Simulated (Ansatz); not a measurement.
## Is this B structure a true minimum?

The cell was found from a structure generator's guess, not taken from experiment.

These are results of DFT PBE, scalar-relativistic, plane waves, PAW (Ansatz 0.2.0), not measurements. Settings: cutoff 420 eV, Γ-centred mesh 18×18×18 on the computed 3-atom cell, Gaussian smearing of 0.10 eV; no spin polarisation.

The cell below (3 atoms, space group Pm-3m (No. 221)) is relaxed within its symmetry.

```
B
1.0
     2.69616    0.00000    0.00000
     0.00000    2.69616    0.00000
     0.00000    0.00000    2.69616
B
3
Direct
  0.00000 0.50000 0.50000
  0.50000 0.00000 0.50000
  0.50000 0.50000 0.00000
```

For the test a repeat of it with 6 atoms (edges 2.70, 2.70, 5.39 Å) was strained at random (σ = 1.5 % a component), the atoms were moved at random (σ = 0.10 Å), and all was relaxed again on a coarse 8×8×4 mesh (in the run’s order of axes) with 0.20 eV smearing, with no symmetry imposed.

Question: Does it come back?

Answer: It doesn't return. The energy falls by 488 meV/atom on that mesh, the volume changes by 5.6 %, and the end has space group Cc (No. 9) at a loose tolerance. Relaxed again on a 14×14×8 mesh with 0.10 eV smearing, the new structure lies 485 meV/atom below the first (mesh in the axes of the run's cell; the cell below is made exact in the group named). Space group Cc (No. 9), monoclinic, a = 4.651 Å, b = 3.392 Å, c = 5.709 Å, β = 113.0°. Around B on its first site lie 6 B at 1.69–1.92 Å; B on its second site has 6 B at 1.72–1.87 Å; around B on its third site lie 6 B at 1.69–1.92 Å.

```cif
data_structure
_symmetry_space_group_name_H-M 'Cc'
_symmetry_Int_Tables_number 9
_cell_length_a 4.6506
_cell_length_b 3.3920
_cell_length_c 5.7085
_cell_angle_alpha 90.000
_cell_angle_beta 112.970
_cell_angle_gamma 90.000
_cell_volume 82.91
loop_
_atom_site_label
_atom_site_type_symbol
_atom_site_symmetry_multiplicity
_atom_site_Wyckoff_symbol
_atom_site_fract_x
_atom_site_fract_y
_atom_site_fract_z
_atom_site_occupancy
B1 B 4 a 0.86096 0.78056 0.03754 1
B2 B 4 a 0.24412 0.02221 0.72523 1
B3 B 4 a 0.14493 0.48841 0.23724 1
```
